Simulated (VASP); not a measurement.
Cu2O:

```xyz
6
Lattice="4.2600 0.0000 0.0000 0.0000 4.2600 0.0000 0.0000 0.0000 4.2600" Properties=species:S:1:pos:R:3 pbc="T T T"
Cu    1.0650    1.0650    1.0650
Cu    1.0650    3.1950    3.1950
Cu    3.1950    3.1950    1.0650
Cu    3.1950    1.0650    3.1950
O     0.0000    0.0000    0.0000
O     2.1300    2.1300    2.1300
```

```yaml
Program: VASP 6.6.1
Task: relaxation of cell and atoms
Functional: PBE
Potentials_or_basis: VASP PAW PBE potentials, release 64 (Cu, O)
Cutoff: 700 eV
k_mesh: 8 × 8 × 8
Occupations: gaussian, width 0.02 eV
Spin: no spin polarisation
```

At the start: pressure 3.9 GPa; volume 12.88 Å³/atom.

Where does the relaxation end?

Over 3 steps the energy falls by 5.0 meV/atom and the volume is 13.31 Å³/atom (+3.3 %); space group Pn-3m (No. 224, to 0.05 Å).

The path:
```csv
step,energy change (eV),largest force (eV/Å),pressure (GPa),volume (Å³)
1,0.0000,0.0000,3.89,77.31
2,-0.0257,0.0000,-1.37,80.87
3,-0.0300,0.0000,0.00,79.85
```

Final structure:
```xyz
6
Lattice="4.3062 0.0000 0.0000 0.0000 4.3062 0.0000 0.0000 0.0000 4.3062" Properties=species:S:1:pos:R:3 pbc="T T T"
Cu    1.0766    1.0766    1.0766
Cu    1.0766    3.2297    3.2297
Cu    3.2297    3.2297    1.0766
Cu    3.2297    1.0766    3.2297
O     0.0000    0.0000    0.0000
O     2.1531    2.1531    2.1531
```
